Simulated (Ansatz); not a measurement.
LiF (started from an entry of an open crystallographic database), relaxed with r2SCAN in Ansatz. Space group Fm-3m (No. 225), cubic; a = 3.990 Å in the conventional setting, 7.94 Å³ an atom. Li has 6 F at 1.99 Å; F has 6 Li at 1.99 Å.

The axes x, y and z are those of this cell:
```
CELL_PARAMETERS angstrom
0.00000 1.99487 1.99487
1.99487 0.00000 1.99487
1.99487 1.99487 0.00000
ATOMIC_POSITIONS crystal
Li 0.00000 0.00000 0.00000
F 0.50000 0.50000 0.50000
```

Unstrained: PBE gives an indirect gap of 9.347 eV, from Γ–K (0.17 of the way from Γ) to Γ; the least direct gap is 9.348 eV at Γ. Least and direct gap differ so little that the kind isn't settled. With r2SCAN the gap is 10.330 eV and direct, at Γ. With HSE06 the valence top lies at Γ–K (0.17 of the way from Γ) and the conduction bottom at Γ, 11.674 eV higher; the smallest vertical gap, at Γ, is 11.675 eV. Least and direct gap differ so little that the kind isn't settled. Meshes: PBE 10×10×10, r2SCAN 10×10×10, HSE06 8×8×8. Strains are changes of length per length, and xy shears are angles. After each strain the atoms were relaxed again with r2SCAN within the symmetry that the strain leaves, so tilts or polar shifts that break it weren't tested; points keep the names that they have in the unstrained zone. The values are computed, spin-unpolarised, and not measurements.

(1) Estimate what epitaxial -1.14 % in the xy plane, free normal strain +0.81 % does to the gap.

(2) Estimate what xy shear, engineering strain (angle) +0.46 % does to the gap.

Results:

(1) PBE: the gap goes from 9.347 to 9.455 eV (+0.108 eV); least and direct gap lie within 0.04 eV, so its kind isn't settled. r2SCAN: the gap goes from 10.330 to 10.444 eV (+0.114 eV). HSE06: the gap goes from 11.674 to 11.787 eV (+0.113 eV); least and direct gap lie within 0.04 eV, so its kind isn't settled. The r2SCAN energy rises by 1.1 meV an atom.

(2) PBE: the gap goes from 9.347 to 9.334 eV (-0.013 eV). r2SCAN: the gap goes from 10.330 to 10.317 eV (-0.013 eV). HSE06: the gap goes from 11.674 to 11.662 eV (-0.012 eV). The r2SCAN energy rises by 0.0 meV an atom.

Where an edge lies off the special points, it is a point of the mesh or the k point where a search put PBE's edge or least direct gap, reused for the other functionals, whose own edges may lie a little apart.

The meshes of the hybrids are coarse, so their gaps aren't converged to the digits shown.
